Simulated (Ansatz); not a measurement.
Crystal: AlFe.

```
Fe Al
1.0
     2.91000    0.00000    0.00000
     0.00000    2.91000    0.00000
     0.00000    0.00000    2.91000
Fe Al
1 1
Cartesian
  1.4550 1.4550 1.4550
  0.0000 0.0000 0.0000
```

```yaml
Program: Ansatz 0.2.0
Task: relaxation of cell and atoms
Functional: PBEsol
Dispersion: D3(BJ)
Potentials_or_basis: Ansatz PAW
Cutoff: "420 eV (not typed: the program's choice for these potentials)"
k_mesh: 9 × 9 × 9
Occupations: fermi-dirac, width 0.05 eV
Spin: collinear spin, ferromagnetic start
Starting_moments: "[3.0, 0.0] μB"
```

At the start: volume 12.32 Å³/atom.

Q: How do energy, volume and symmetry change on relaxing?

A: It ends after 7 steps and the volume is 11.18 Å³/atom (-9.3 %); space group Pm-3m (No. 221, to 0.05 Å); moment 0.57 μB per cell.

Step by step:
| step | energy change (eV) | largest force (eV/Å) | volume (Å³) |
| --- | --- | --- | --- |
| 1 | 0.0000 | 0.0000 | 24.64 |
| 2 | -0.1117 | 0.0000 | 23.04 |
| 3 | -0.1239 | 0.0000 | 22.25 |
| 4 | -0.1242 | 0.0000 | 22.37 |
| 5 | -0.1235 | 0.0000 | 22.37 |
| 6 | -0.1235 | 0.0000 | 22.36 |
| 7 | -0.1235 | 0.0000 | 22.36 |

Final structure:
```
CELL_PARAMETERS angstrom
2.81726 0.00000 0.00000
0.00000 2.81726 0.00000
0.00000 0.00000 2.81726
ATOMIC_POSITIONS crystal
Fe 0.50000 0.50000 0.50000
Al 0.00000 0.00000 0.00000
```

Caveat: the plane-wave basis is chosen anew once the cell has moved, so the energies of steps on either side of that aren't comparable; the PAW data sets come from PBE, with cores solved anew for the run's functional, which leaves a small shift of forces and pressure.
